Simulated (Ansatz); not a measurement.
# ZrS2: the cost of one run

Code: Ansatz 0.2.0. PAW datasets, plane waves, zero pressure. No spin polarisation and no zero-point or thermal motion.

## 1. Starting point

It is trigonal, P-3m1 (No. 164); conventional cell a = 3.691 Å, c = 6.041 Å, 23.76 Å³ an atom. Near Zr stand 6 S at 2.57 Å; near S stand 3 Zr at 2.57 Å.

Structure file:

```cif
data_structure
_symmetry_space_group_name_H-M 'P 1'
_symmetry_Int_Tables_number 1
_cell_length_a 3.6914
_cell_length_b 3.6914
_cell_length_c 6.0411
_cell_angle_alpha 90.000
_cell_angle_beta 90.000
_cell_angle_gamma 120.000
_cell_volume 71.29
loop_
_atom_site_label
_atom_site_type_symbol
_atom_site_fract_x
_atom_site_fract_y
_atom_site_fract_z
_atom_site_occupancy
Zr1 Zr 0.00000 0.00000 0.00000 1
S1 S 0.66667 0.33333 0.76209 1
S2 S 0.33333 0.66667 0.23791 1
```

## 2. PBE-D3(BJ): cell and atoms

File input.yaml:

```yaml
crystal:
  lattice:
    - [3.6913825498, 0.0, 0.0]
    - [-1.8456912749, 3.1968310632, 0.0]
    - [0.0, 0.0, 6.04107701]
  atoms:
    - { symbol: Zr, position: [0.0, 0.0, 0.0] }
    - { symbol: S, position: [0.66666667, 0.33333333, 0.76209003] }
    - { symbol: S, position: [0.33333333, 0.66666667, 0.23790997] }
kpoints:
  mp_grid: { grid: [12, 12, 4] }
hamiltonian:
  xc: pbe
  dispersion: d3bj
scf:
  occupations: { method: fermi_dirac, width: 0.02 }
relax:
  f_tol: 0.005
  cell: {}
```

The run is started by

```
ansatz run input.yaml --threads 2 --pin off --max-ram 2211MiB --backend cpu --events-out ev --progress --plain --runs-dir out
```

What time and memory should one allow on 2 threads of Intel Xeon Platinum 8259CL at 2.50GHz (Skylake/Cascade Lake), shared host?

About 14 s, with a peak of 0.47 GiB.
